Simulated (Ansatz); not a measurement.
input.yaml (Ansatz)

```yaml
crystal:
  lattice:
    - [4.3928741289, 0.0, 0.0]
    - [-2.1964370645, 3.8043405913, 0.0]
    - [0.0, 0.0, 2.6961688873]
  atoms:
    - { symbol: Rh, position: [1.0, 0.0, 0.0], spin: 1.0 }
    - { symbol: Rh, position: [0.3333333333, 0.6666666667, 0.5], spin: 1.0 }
    - { symbol: Rh, position: [0.6666666667, 0.3333333333, 0.5], spin: 1.0 }
hamiltonian:
  xc: pbe
  pseudopotentials:
    kind: paw
    azcp:
      Rh: "pseudopotentials/Rh.paw.azcp"
basis:
  ecutwfc: 420
  fft_grid_basis: typed
kpoints:
  mp_grid: { grid: [11, 11, 16], shift: [0, 0, 0] }
magnetization:
  spin_polarized: true
scf:
  occupations: { method: fermi_dirac, width: 0.05 }
output:
  stress: true
```

Terminal output

```
Engine: ansatz 0.2.0, x86_64-unknown-linux-gnu
Pseudopotentials: kind: paw
Pseudopotential: Rh, paw, valence charge 17, recommended cutoff 420 eV (normal) 
Functional definition: PBE
  parameter kappa = 0.804
  parameter beta = 0.06672455060314922
  exchange = pbe_x(kappa = kappa, mu = beta*pi^2/3)
  correlation = pbe_c(beta = beta)
Crystal: 3 atoms, lattice volume = 45.058 Å³
Basis set: ecut = 420 eV, 903 PW (Γ)
Bands: 33, of which v1, the nominal top of the filled ones, is band 26 counted from 1 (25 counted from 0)
Symmetry: 24 space group operations
Space group: P6/mmm (ITA 191), of the structure as read, at distance tolerance 3.6e-5 Å
Magnetic group: BNS 191.233 (UNI 1463), of the structure as read, at distance tolerance 3.6e-5 Å
k-points: 144 of 1936
Non-local potential: Rh, projectors of the file, l = 0: 3, l = 1: 2, l = 2: 2, l = 3: 1
PAW form: soft (Blöchl's): semilocal exchange-correlation on the pseudo side does not see the compensation charge
PAW one-centre angular grid: Rh, 590 points (default); XC on 64 Gauss nodes
Initial density: superposition of atomic densities (chi_scale 0.1, normalization cell)
Starting moments: Σ|m| = 3 μB on 3 of 3 sites
Initial wavefunctions: pseudopotential atomic-orbital guess
Functional: x = pbe(κ = 0.804, μ = 0.2195149727645171), c = pbe(β = 0.06672455060314922)
SCF iter   1: F=—  HF=-19209.764627 eV  |F-HF|=—  |Δ(HF+E_count)|=         —  Δρ=7.91e-2 (↑7.91e-2 ↓3.17e-2)  dr2=4.20e0  dr2_m=5.19e-1  M=0.994 μB ∫|m|=0.994 μB  β_m=0.30  ethr=3.10e-3  ⟨swp⟩=5.2  Hψ=33191  notcnv=0  defer=27
Mixer restart at iter 1: flushing history
SCF iter   2: F=—  HF=-19208.577539 eV  |F-HF|=—  |Δ(HF+E_count)|=    1.19e0  Δρ=5.30e-2 (↑5.30e-2 ↓2.14e-2)  dr2=1.72e0  dr2_m=2.72e-1  M=0.928 μB ∫|m|=0.930 μB  β_m=0.56  ethr=3.10e-3  ⟨swp⟩=2.4  Hψ=14840  notcnv=0  defer=290
SCF iter   3: F=—  HF=-19207.970795 eV  |F-HF|=—  |Δ(HF+E_count)|=   6.07e-1  Δρ=9.29e-3 (↑8.16e-3 ↓9.29e-3)  dr2=1.62e-2  dr2_m=2.10e-2  M=0.668 μB ∫|m|=0.684 μB  β_m=0.78  ethr=3.10e-3  ⟨swp⟩=2.0  Hψ=15160  notcnv=0  defer=290
SCF iter   4: F=—  HF=-19207.969753 eV  |F-HF|=—  |Δ(HF+E_count)|=   1.04e-3  Δρ=5.03e-3 (↑5.03e-3 ↓3.45e-3)  dr2=2.64e-2  dr2_m=3.71e-3  M=0.454 μB ∫|m|=0.474 μB  β_m=0.76  ethr=3.19e-5  ⟨swp⟩=2.0  Hψ=21041  notcnv=0  defer=285
SCF iter   5: F=—  HF=-19207.972536 eV  |F-HF|=—  |Δ(HF+E_count)|=   2.78e-3  Δρ=5.50e-3 (↑5.18e-3 ↓5.50e-3)  dr2=7.10e-2  dr2_m=2.37e-3  M=0.405 μB ∫|m|=0.424 μB  β_m=0.54  ethr=3.19e-5  ⟨swp⟩=2.1  Hψ=18527  notcnv=0  defer=285  recentre
SCF iter   6: F=—  HF=-19207.966652 eV  |F-HF|=—  |Δ(HF+E_count)|=   5.88e-3  Δρ=2.30e-3 (↑2.30e-3 ↓1.91e-3)  dr2=1.92e-3  dr2_m=1.57e-3  M=0.360 μB ∫|m|=0.377 μB  β_m=0.77  ethr=3.19e-5  ⟨swp⟩=2.2  Hψ=16655  notcnv=0  defer=288
SCF iter   7: F=—  HF=-19207.966830 eV  |F-HF|=—  |Δ(HF+E_count)|=   1.78e-4  Δρ=1.14e-3 (↑1.14e-3 ↓4.22e-4)  dr2=3.24e-4  dr2_m=2.14e-4  M=0.162 μB ∫|m|=0.170 μB  β_m=0.89  ethr=3.76e-6  ⟨swp⟩=2.1  Hψ=14720  notcnv=0  defer=286
SCF iter   8: F=—  HF=-19207.966854 eV  |F-HF|=—  |Δ(HF+E_count)|=   2.46e-5  Δρ=3.01e-4 (↑2.92e-4 ↓3.01e-4)  dr2=4.28e-6  dr2_m=3.52e-5  M=0.070 μB ∫|m|=0.073 μB  β_m=0.92  ethr=6.35e-7  ⟨swp⟩=2.3  Hψ=16474  notcnv=0  defer=286
SCF iter   9: F=—  HF=-19207.966869 eV  |F-HF|=—  |Δ(HF+E_count)|=   1.48e-5  Δρ=9.59e-5 (↑9.59e-5 ↓8.36e-5)  dr2=2.34e-6  dr2_m=2.22e-6  M=0.016 μB ∫|m|=0.016 μB  β_m=0.89  ethr=8.38e-9  ⟨swp⟩=3.3  Hψ=20290  notcnv=0  defer=286
SCF iter  10: F=—  HF=-19207.966870 eV  |F-HF|=—  |Δ(HF+E_count)|=   8.44e-7  Δρ=2.25e-5 (↑9.78e-6 ↓2.25e-5)  dr2=1.99e-7  dr2_m=6.68e-8  M=-0.001 μB ∫|m|=0.001 μB  β_m=0.94  ethr=4.59e-9  ⟨swp⟩=2.0  Hψ=16709  notcnv=0  defer=286
SCF iter  11: F=—  HF=-19207.966870 eV  |F-HF|=—  |Δ(HF+E_count)|=   3.11e-8  Δρ=1.10e-5 (↑1.10e-5 ↓1.02e-5)  dr2=3.99e-9  dr2_m=4.35e-8  M=-0.003 μB ∫|m|=0.003 μB  β_m=0.90  ethr=3.90e-10  ⟨swp⟩=2.3  Hψ=16208  notcnv=0  defer=286
SCF iter  12: F=—  HF=-19207.966870 eV  |F-HF|=—  |Δ(HF+E_count)|=   2.03e-8  Δρ=3.35e-6 (↑3.35e-6 ↓2.55e-6)  dr2=7.12e-10  dr2_m=3.32e-9  M=-0.001 μB ∫|m|=0.001 μB  β_m=0.95  ethr=7.83e-12  ⟨swp⟩=3.3  Hψ=20292  notcnv=0  defer=286
SCF iter  13: F=—  HF=-19207.966870 eV  |F-HF|=—  |Δ(HF+E_count)|=   1.29e-9  Δρ=4.17e-7 (↑2.94e-7 ↓4.17e-7)  dr2=9.54e-11  dr2_m=2.02e-11  M=0.000 μB ∫|m|=0.000 μB  β_m=0.93  ethr=1.40e-12  ⟨swp⟩=3.1  Hψ=19894  notcnv=0  defer=286
SCF iter  14: F=-19207.966870 eV  HF=-19207.966870 eV  |F-HF|=1.82e-10  |Δ(HF+E_count)|=  6.91e-11  Δρ=3.19e-7 (↑3.19e-7 ↓3.00e-7)  dr2=2.01e-10  dr2_m=7.60e-13  M=0.000 μB ∫|m|=0.000 μB  ethr=1.00e-12  ⟨swp⟩=1.0  Hψ=23967  notcnv=0
SCF 1 converged in 14 iterations: F = -19207.966870 eV  dr2 = 2.01e-10
WARN: the starting moments were not kept: the SCF closed with an absolute magnetisation of 1.9e-6 μB, where they sum to 3 μB in size (3 sites). That is at most 0.1 of that sum. Measured as dr2_m measures the in/out step, that magnetisation stands 1.5e-12 eV from none, at or under the dr2_threshold of 1.0e-7 eV: it is no larger than a step whose dr2_m would equal this threshold. The system may hold no moment; this SCF shows only that its start led to no more than that. To try another start: raise the starting moments (crystal.atoms[].spin, magnetization.per_species, magnetization.initial_magnetization, or on a non-collinear deck that types none of these the spinor_matrix: blocks that start its atoms; where the total moment is fixed, keep their sum and leave initial_magnetization as it is; typed ones take the place of any that the run laid by itself, positive ones on a crystal's lanthanoids without a Hubbard term where scf.initial_density.shell_occupations: [] is typed) or, if the notice of its spin-set hold's release reads "site moments contracting" or "site moments show no strong build", lengthen the hold (scf.mixing.spin_hold: { on: { confirm: 4 } }; for m-r²SCAN on two components see the key's manual first). Each may lead to a state that holds a moment. A second SCF, from the converged charge density, with the starting moments and any scf.initial_density.shell_occupations laid on it anew, would have followed, and was not run: the deck does not ask for one (magnetization.retry_lost_moments is false, the default). To let it run, set magnetization.retry_lost_moments: true and run the deck again, where that key's refused combinations let it; where memory then withholds it, that run's warning says so.
SCF converged after 14 iterations
Magnetization: 0.0000 μB (25.5000 up, 25.5000 down)
Absolute magnetization: 0.0000 μB (∫|ρ↑−ρ↓|, with the PAW one-centre terms)
Spin contamination: 0.0000 ħ² per cell (⟨S²⟩ above its minimum at these occupations)
Per-site moments (μB) at R_I (Å): [(1.4357629515439276e-6, 1.11216966601125), (1.2219440965554568e-7, 1.04619366260129), (1.2219440952902458e-7, 1.04619366260129)]
Free energy (F): -19207.966870 eV
Harris-Foulkes:  -19207.966870 eV  (|F-HF|=1.82e-10)
Internal energy: -19207.913173 eV  (E = F + TS)
E sigma→0 (E₀):  -19207.940022 eV
Entropy (-TS):   -0.053697 eV (-17.899 meV/atom)
Fermi energy:    20.001488 eV
--- Per-component energies (eV) ---
  E_band       = -361.598935
  E_kinetic    = 1714.641258
  E_local      = -5042.448659  (includes V_loc(G=0)·N_el)
  E_nonlocal   = 1065.760511
  E_hartree    = 1773.292191
  E_xc         = -662.956522
  E_vxc        = -831.941032  (∫ρ·V_xc dr)
  E_paw        = -10761.299408  (= ΣΔE_a)
  E_vpaw       = -814.197803  (= ΣTr[D̂ρ^β])
  E_aug_tail   = 0.002651  (compensation charges beyond the density's cutoff)
  E_ewald      = -7294.905195
  E_smearing   = -0.053697  (= −TS)
  E_closure    = 0.000000  (closes the sum)
  Σ components = -19207.966870   (vs F -19207.966870, Δ=0.00e0)
--- Stress (GPa, compression-positive) ---
       -8.456777       0.000000      -0.000000
        0.000000      -8.456777       0.000000
       -0.000000       0.000000      -8.706895
  P = ⅓ Tr σ = -8.5401 GPa (-85.401 kbar)
```
